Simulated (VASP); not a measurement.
Here is a VASP 6.6.1 calculation.

INCAR

```
SYSTEM = Ge
ALGO = Normal
EDIFF = 1E-7
ENCUT = 520
GGA = PS
ISIF = 2
ISMEAR = 0
LASPH = .True.
LCHARG = .True.
LELF = .True.
LREAL = .False.
LVHAR = .True.
LWAVE = .False.
NELM = 100
PREC = Accurate
SIGMA = 0.02
```

The input KPOINTS:

```
k-points
0
Gamma
  11 11 10
  0 0 0
```

POSCAR

```
Ge
1.0
    1.3971490000     -2.6005160000      0.0000000000
    1.3971490000      2.6005160000      0.0000000000
    0.0000000000      0.0000000000      2.6982310000
Ge
1
Cartesian
    1.3971490000      0.0000000000      0.0000000000
```

Potentials or basis: VASP PAW PBE potentials, release 64 (Ge_d).

Command:

```bash
$ cat potpaw_PBE.64/Ge_d/POTCAR > POTCAR
$ mpirun -np 1 vasp_std > vasp.out
```

Task: Estimate the band gap on the k mesh.

Result: None (metal or under the smearing width).

Task: Predict the pressure.

Result: -4.2 GPa.

Stress tensor (GPa, compression positive):
```
-2.55  0.00  0.00
 0.00 -6.11  0.00
 0.00  0.00 -3.82
```

Caveat: the PAW data sets were made with another functional, which shifts forces and pressure a little.
